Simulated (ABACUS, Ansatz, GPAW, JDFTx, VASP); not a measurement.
**NiSi2: energy against volume and a worked fit**

The structure is cubic, space group Fm-3m (No. 225). The conventional cell has a = 5.406 Å, b = 5.406 Å, c = 5.406 Å, α = 90.00°, β = 90.00°, γ = 90.00°. Around Ni (site symmetry m-3m) lie 8 Si at 2.34 Å. Si (site symmetry -43m) has 4 Ni at 2.34 Å as nearest neighbours.

The cell was scaled at fixed shape and fractions and run with ABACUS, PseudoDojo NC SR 0.4.1 PBEsol standard, plane waves, cutoff 1333 eV; PBEsol, k mesh 9 × 9 × 9 on the cell of 3 atoms, fermi-dirac occupations of 0.05 eV, collinear spin, ferromagnetic start, no spin-orbit coupling. Energies are those that the program minimises, any entropy of the smearing included. For a metal such a mesh isn't converged to the digits shown. The magnetic state is the one that the start led to, which needn't be the lowest.

```tsv
V (Å³/atom)	energy over the lowest row (meV/atom)
12.3758	20.18
12.6392	?
12.9025	1.05
13.1658	0.00
13.4291	3.95
13.6924	12.44
13.9557	25.05
```

Task: Fit the third-order Birch-Murnaghan form, give V0, B0 and B′, and predict the energy left open.

Result: With y = (V0/V)^(2/3), E = E0 + (9 V0 B0/16) [(y - 1)³ B′ + (y - 1)² (6 - 4y)]. Least squares through the rows shown give V0 = 13.0862 Å³/atom, E0 = -0.23 meV, B0 = 155.3 GPa (1 eV/Å³ = 160.218 GPa) and B′ = 3.75, with a largest miss of 0.00 meV. At V = 12.6392 the form with these constants gives 7.59 meV; the run gave 7.59 meV an atom. Other set-ups at this level, from all their volumes (Å³/atom, GPa): GPAW, PAW data sets generated for this functional: V0 13.199, B0 154.5; JDFTx, PseudoDojo-SR-PBEsol-0.4.1-standard with smoothed tails: V0 13.085, B0 155.3; Ansatz, all-electron LAPW, scalar-relativistic: V0 13.086, B0 155; VASP, PBE PAW files Ni, Si, 520 eV (made for PBE): V0 13.102, B0 154.6.
